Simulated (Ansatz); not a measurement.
A run of Ansatz 0.2.0:

input.yaml

```yaml
crystal:
  lattice:
    - [0.0, -2.22, -2.22]
    - [0.0, 2.22, -2.22]
    - [4.44, 0.0, 0.0]
  atoms:
    - { symbol: Hf, position: [0.51381984, 0.48086227, 0.50614217] }
    - { symbol: Hf, position: [0.98618016, 0.01913773, 0.99385783] }
hamiltonian:
  xc: pbe
  pseudopotentials: { kind: paw }
kpoints:
  mp_grid: { grid: [9, 9, 6] }
scf:
  occupations: { method: fermi_dirac, width: 0.05 }
output:
  forces: true
  stress: true
  eigenvalues: true
relax:
  f_tol: 0.01
  max_steps: 40
  cell: { stress_tol: 0.05, p_target: 2.0 }
```

Potentials or basis: Ansatz PAW.

Run with:

```console
$ ansatz run input.yaml --threads 2 --pin off --max-ram 5632MiB --backend cpu --events-out ev --progress --plain --runs-dir out
```

Hardware: 2 threads of Arm Neoverse V1, on a shared host.

**Question.** How long does it take, and how much memory?

**Answer.** Wall time 56 s on 2 threads of Arm Neoverse V1, with other jobs on the host, peak memory 0.53 GiB. Counts: scf iterations 35, plane waves 871, k points 244, bands 32, ion steps 6.
